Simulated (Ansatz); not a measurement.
An input for Ansatz 0.2.0 (LiF (Griceite)):

The input run.py:

```python
import json

import ase.io
import numpy as np

import ansatz as az

atoms = ase.io.read("POSCAR", format="vasp")

calculation = (
    az.Crystal.from_ase(atoms)
    .calculation()
    .kpoints(9, 9, 9)
    .functional("lda", dispersion="rvv10")
    .pseudopotentials(kind="paw", level="accurate")
    .scf(extra_bands=6)
    .occupations(method="tetrahedron")
    .density_of_states(energy_step=0.05, projected=True, nscf_kmesh=(14, 14, 14))
    .forces()
    .stress()
)
outcome = calculation.run(threads=2, events_out="events.jsonl")

report = outcome.report
for line in open("events.jsonl"):
    event = json.loads(line)
    if event["event"] == "scf_iter":
        d = event["data"]
        print(f"SCF {d['iter']:3d}  HF = {d['harris_foulkes_ev']:.6f} eV  dr2 = {d['dr2_ev']:.2e} eV")
    elif event["event"] in ("relax_step", "md_step"):
        d = event["data"]
        print(f"{event['event']} {d['step']:3d}  E = {d['lagrangian_ev']:.6f} eV")
np.set_printoptions(precision=5, suppress=True, linewidth=110)
print("converged:", report["converged"], "after", report["n_iterations"], "iterations")
print(f"free energy {report['free_energy_ev']:.6f} eV, Fermi level {report['fermi_energy_ev']:.4f} eV")
for key in ("band_edges_ev", "magnetization_mub", "site_moments_mub", "site_moments_nc_mub", "forces_ev_ang",
                "stress_gpa", "kpoints_frac", "eigenvalues_ev"):
    if report.get(key) is not None:
        print(key, np.array(report[key]), sep="\n")
```

Contents of POSCAR:

```
LiF
1.0
    0.0000000000      2.0140000000      2.0140000000
    2.0140000000      0.0000000000      2.0140000000
    2.0140000000      2.0140000000      0.0000000000
F Li
1 1
Direct
    0.5011050000      0.4991610000      0.4926740000
   -0.0048030000     -0.0040630000      0.0098930000
```

Potentials or basis: Ansatz PAW accurate.

The run is started by

```sh
$ python run.py
```

Question: How does this run end?

Answer: The run stopped without a result. It printed:

Output:

```text
Traceback (most recent call last):
  File "run.py", line 22, in <module>
  [frames inside libraries left out]
ansatz.RefusalError: inconsistent input (hamiltonian.dispersion, hamiltonian.xc): `dispersion: rvv10` has no canonical (b, C) pairing for the chosen semilocal exchange/correlation — only rPW86-x + PBE96-c (the original rVV10) and r²SCAN are tabulated
```
